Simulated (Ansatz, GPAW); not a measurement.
# A Pt chain with an Au atom on top of one atom: relaxation, then transmission at several levels, part 4 of 4

How well does a Pt chain with an Au atom on top of one atom conduct once its atoms have relaxed, and how much do cheaper levels lose?

GPAW 26.7.0 and Ansatz 0.2.0; Ansatz plane waves; relaxation of the junction with the lead ends held (the session's first sound run).

So far, transmission at the Fermi level (one spin): step 3 (plane-wave reference (PBE)) 2.18; step 5 (single-zeta polarised basis, PBE, GPAW) 2.16; step 6 (minimal basis, PBE, GPAW) 2.13; step 7 (RPBE in the dzp basis: xc = "RPBE") 2.16; step 8 (without the relaxation: geometry = "as built", PBE, GPAW) 3.62.

## 11. Grid spacing 0.16, potential alignment off, temperature 30: h = 0.16, align = false and temperature = 30

The real-space grid carries density and potential; a coarse one breaks translation symmetry along the lead and scatters electrons that should pass. Without the shift, lead and junction are matched by their Fermi levels alone. Temperature enters only through the Fermi window.

This step: GPAW LCAO, PAW setups; Landauer transmission from Green's functions with principal layers (ASE), zero bias (GPAW 26.7.0).

run.py reads:

```python
import json
import numpy as np
from ase import Atoms
from ase.transport.calculators import TransportCalculator
from gpaw import GPAW, FermiDirac
from gpaw.lcao.tools import get_lcao_hamiltonian
from scipy.linalg import eigh

# The junction with lead layers at both ends, along the third cell vector
device = Atoms(
    ['Pt', 'Pt', 'Pt', 'Pt', 'Pt', 'Pt', 'Pt', 'Pt', 'Pt', 'Au', 'Pt', 'Pt', 'Pt', 'Pt', 'Pt', 'Pt', 'Pt', 'Pt'],
    positions=[
        [4.50000, 4.50000, 1.20000],
        [4.50000, 4.50000, 3.60000],
        [4.50000, 4.50000, 6.00000],
        [4.50000, 4.50000, 8.40000],
        [4.50000, 4.50000, 10.80000],
        [4.50000, 4.50000, 13.20000],
        [4.09515, 4.26087, 15.62716],
        [4.58972, 4.48315, 18.05199],
        [3.69861, 5.05519, 20.40112],
        [5.55889, 3.34875, 20.40083],
        [4.58606, 4.48445, 22.74945],
        [4.09108, 4.26647, 25.17360],
        [4.50000, 4.50000, 27.60000],
        [4.50000, 4.50000, 30.00000],
        [4.50000, 4.50000, 32.40000],
        [4.50000, 4.50000, 34.80000],
        [4.50000, 4.50000, 37.20000],
        [4.50000, 4.50000, 39.60000]],
    cell=[[9.0, 0.0, 0.0], [0.0, 9.0, 0.0], [0.0, 0.0, 40.8]],
    pbc=True)

# One principal layer of the lead: the first 5 atoms of the device
lead = Atoms(
    ['Pt', 'Pt', 'Pt', 'Pt', 'Pt'],
    positions=[
        [4.50000, 4.50000, 1.20000],
        [4.50000, 4.50000, 3.60000],
        [4.50000, 4.50000, 6.00000],
        [4.50000, 4.50000, 8.40000],
        [4.50000, 4.50000, 10.80000]],
    cell=[[9.0, 0.0, 0.0], [0.0, 9.0, 0.0], [0.0, 0.0, 12.0]],
    pbc=True)

settings = dict(mode='lcao', basis='dzp', xc='PBE', h=0.16,
                occupations=FermiDirac(0.1), maxiter=250,
                mixer=dict(beta=0.1, nmaxold=8, weight=100.0),
                convergence=dict(density=0.0001))
energies = np.arange(-2, 2 + 1e-9, 0.025)
eta = 0.0001
n1, n2 = 1, 1
# k and -k transmit alike, so half of the mesh across the current serves
mesh = [(i, j) for i in range(n1) for j in range(n2) if (i, j) <= (-i % n1, -j % n2)]
weights = np.array([1 if (i, j) == (-i % n1, -j % n2) else 2 for i, j in mesh]) / (n1 * n2)

# [... helper functions left out ...]
fermi_lead = ground_state(lead, (1, 1, 10), 'lead.txt')
fermi_device = ground_state(device, (1, 1, 2), 'device.txt')
# [... loop over the mesh left out, but for ...]
        # Lead and device are aligned by their Fermi levels alone
        shift = 0.0
# [...]
kT = 8.617333e-5 * 30
bias = [0.1, 0.2, 0.5, 1.0, 1.5, 2.0]
# [... integrals and printing left out ...]
```

Run with:

```sh
OMP_NUM_THREADS=1 OPENBLAS_NUM_THREADS=1 python run.py
```

Output:

```text
basis functions: device 474, principal layer 135
Fermi level: lead -4.5365 eV, device -4.3601 eV; lead shifted by 0.0000 eV
largest coupling past the next layer 8.09e-06 eV, largest misfit of the first layer 0.058 eV
  E-E_F (eV)   T (one spin)  [channel counts left out]
    -2.000    1.8425e+00
    -1.975    1.8052e+00
    -1.950    1.7685e+00
    -1.925    1.7324e+00
    -1.900    1.6971e+00
    -1.875    1.6629e+00
    -1.850    1.6297e+00
    -1.825    1.5976e+00
    -1.800    1.5666e+00
    -1.775    1.5369e+00
    -1.750    1.5087e+00
    -1.725    1.4822e+00
    -1.700    1.4583e+00
    -1.675    1.4378e+00
    -1.650    1.4224e+00
    -1.625    1.4142e+00
[...]
1.825    9.9905e-01
     1.850    9.9904e-01
     1.875    9.9903e-01
     1.900    9.9902e-01
     1.925    9.9899e-01
     1.950    9.9896e-01
     1.975    9.9892e-01
     2.000    9.9886e-01
conductance at 30 K: 2.1613 G0 a cell; thermopower 1.35 uV/K
current from the zero-bias T(E) at 0.1 V: 16.525 uA
current from the zero-bias T(E) at 0.2 V: 32.01 uA
current from the zero-bias T(E) at 0.5 V: 72.21 uA
current from the zero-bias T(E) at 1.0 V: 145.46 uA
current from the zero-bias T(E) at 1.5 V: 230.14 uA
current from the zero-bias T(E) at 2.0 V: 314.27 uA
```

The job ended after 7.3 min (1 thread of Arm Neoverse V1, shared host; peak memory 3 GiB).

This step gave:

```
conductance                                 : 2.161 G₀
largest misfit of the first principal layer : 0.05764 eV
shift that aligns the lead                  : 0 eV
transmission at the Fermi level (one spin)  : 2.165
```

One spin. Table of transmission, zone mean by energy, zero at the Fermi level:

```
energy (eV)  transmission, zone mean
     -2.000                     1.84
     -1.800                     1.57
     -1.600                     1.42
     -1.550                     2.21
     -1.400                     2.11
     -1.200                     2.66
     -1.000                     3.36
     -0.850                     4.07
     -0.800                     4.02
     -0.600                     3.90
     -0.400                     3.10
     -0.200                     2.29
      0.000                     2.16
      0.200                     1.03
      0.400                    0.717
      0.600                    0.551
      0.800                    0.494
      1.000                    0.358
      1.200                    0.900
      1.400                    0.999
      1.600                    0.999
      1.800                    0.999
      2.000                    0.999
```

Not self-consistent under bias; the bias window is split evenly. The current through one cell, from the zero-bias transmission by bias:

```
bias (V)  current through one cell, from the zero-bias transmission (μA)
   0.100                                                            16.5
   0.200                                                            32.0
   0.500                                                            72.2
   1.000                                                             145
   1.500                                                             230
   2.000                                                             314
```

Table of transmission of the three most open eigenchannels by energy, zero at the Fermi level:

```
energy (eV)  channel 1  channel 2  channel 3
     -2.000      0.995      0.726      0.122
     -1.800      0.915      0.576     0.0760
     -1.600      0.886      0.312      0.219
     -1.400      0.880      0.809      0.382
     -1.200      0.993      0.902      0.601
     -1.000      0.987      0.975      0.708
     -0.800      0.985      0.953      0.877
     -0.600      0.994      0.934      0.915
     -0.400      0.981      0.945      0.859
     -0.200      0.998      0.626      0.563
      0.000      0.984      0.674      0.482
      0.200      0.707      0.298     0.0218
      0.400      0.639     0.0752    0.00227
      0.600      0.501     0.0493     9.3e-4
      0.800      0.494     3.7e-7    1.7e-10
      1.000      0.358     3.8e-7    4.6e-12
      1.200      0.900     3.8e-7          0
      1.400      0.999     3.9e-7          0
      1.600      0.999     4.0e-7          0
      1.800      0.999     4.0e-7          0
      2.000      0.999     4.1e-7          0
```

With these changes, and at 30 K in place of 300 K, the conductance is 2.16 G₀ against 2.10 in the dzp run; T at the Fermi level, which temperature doesn't enter, is 2.16 against 2.16.

## 12. What came out

```json
{
 "conductance": "2.10 G₀",
 "transmission at the Fermi level, mean of the spins": "2.16",
 "thermopower": "13.4 μV/K"
}
```

In the dzp basis the junction conducts 2.10 G₀ at 300 K, with T = 2.16 a spin at the Fermi level; the sz basis reaches that conductance within 10 %. Relaxation moved atoms by up to 1.7 Å and took the conductance from 3.62 to 2.10 G₀, as a ratio a larger change than the step from dzp to the minimal basis. Plane waves (PBE) give T = 2.18 there. At the Fermi level the three most open eigenchannels pass 0.98, 0.67 and 0.48. The positive thermopower says that the thermally weighted transmission is larger below the Fermi level, as for hole-like transport. Measured against the first run (pw-pbe), the nearest curve is that of dzp-RPBE (r.m.s. 0.20) and the farthest that of asbuilt (1.3). Over the compared runs wall time goes from 106 s (sz) to 285 s (dzp-RPBE), on a shared host; the plane-wave run used 4 threads and the orbital runs 1. Moves of this size go well beyond a change of bond lengths: the free chain atoms or the scatterer took up a new arrangement, and the name in the title describes the start. The leads kept an estimated spacing and the cell its length, so the junction may be under some tension or compression. The run had no spin polarisation, so a magnetic state, which chains and small molecules with open shells often have, wasn't tested. Spin-orbit coupling is left out, which matters for the heavy atoms here. An evenly spaced straight chain is an idealisation: free chains tend to dimerise, zigzag or, where a band edge lies near the Fermi level, turn magnetic. The currents use the zero-bias T(E) throughout, which holds only while the bias is small against the distance to the nearest feature.

[Logs are printed without paths, hosts, clocks, repeated set-up lines and the standing remarks that a program may print on its own settings, such as how far it seeks lower states.]

[Hosts, paths, dates, database ids (printed as entryN), source tags and the programs' standing remarks are cut or masked in the printed files.]
